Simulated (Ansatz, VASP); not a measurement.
This is a calculation of Cd3Se for VASP 6.6.1.

The input INCAR:

```
ALGO = Normal
EDIFF = 1E-6
ENCUT = 520
GGA = PS
ISIF = 2
ISMEAR = -1
LASPH = T
LCHARG = F
LREAL = F
LWAVE = F
NBANDS = 29
NELM = 100
PREC = Accurate
SIGMA = 0.03
```

Contents of KPOINTS:

```
k-points
0
Gamma
  5 5 5
```

Contents of POSCAR:

```
Cd3Se
1.0
   -2.0409530000      2.0409530000      6.0870800000
    2.0409530000     -2.0409530000      6.0870800000
    2.0409530000      2.0409530000     -6.0870800000
Cd Se
3 1
Direct
    0.5000000000      0.5000000000      0.0000000000
    0.2500000000      0.7500000000      0.5000000000
    0.7500000000      0.2500000000      0.5000000000
    0.0000000000      0.0000000000      0.0000000000
```

Potentials or basis: VASP PAW PBE potentials, release 64 (Cd, Se).

Run with:

```sh
$ cat potpaw_PBE.64/Cd/POTCAR potpaw_PBE.64/Se/POTCAR > POTCAR
$ mpirun -np 1 vasp_std > vasp.out
```

**Question.** Set up the same calculation for Ansatz 0.2.0. Potentials there: all-electron LAPW, scalar-relativistic.

**Answer.** As run (the cutoff follows the program's own potentials):

File input.yaml:

```yaml
crystal:
  lattice:
    - [-2.040953, 2.040953, 6.08708]
    - [2.040953, -2.040953, 6.08708]
    - [2.040953, 2.040953, -6.08708]
  atoms:
    - { symbol: Cd, position: [0.5, 0.5, 0.0] }
    - { symbol: Cd, position: [0.25, 0.75, 0.5] }
    - { symbol: Cd, position: [0.75, 0.25, 0.5] }
    - { symbol: Se, position: [0.0, 0.0, 0.0] }
kpoints:
  mp_grid: { grid: [5, 5, 5] }
scf:
  occupations: { method: fermi_dirac, width: 0.03 }
hamiltonian:
  xc: pbesol
  pseudopotentials: { kind: all_electron, lapw: { basis_error: 0.002 } }
output:
  forces: true
  stress: true
  eigenvalues: true
```

Potentials or basis: all-electron LAPW, scalar-relativistic.

Command:

```sh
$ ansatz run input.yaml --threads 2 --pin off --max-ram 8192MiB --backend cpu --events-out ev --progress --plain --runs-dir out
```

Both were run:

|  | VASP | Ansatz | Ansatz less VASP |
| --- | --- | --- | --- |
| gap on the k mesh at the Fermi level (eV) | none | none | - |
| pressure (GPa) | -3.4 | -3.6 | -0.23 |
| largest component of the traceless stress (GPa) | 1.44 | 1.59 | +0.147 |

A gap of «none» marks a metal or a gap that the smearing closes. Ansatz ran all-electron here, so the differences hold the error of VASP's frozen core and of both bases.

Caveats: the k mesh is coarse (spacing up to 0.44 Å⁻¹), so the values aren't converged; the PAW data sets were made with another functional, which shifts forces and pressure a little (VASP); the k mesh is thin for a metal, which can move the energy by tens of meV per atom (Ansatz).
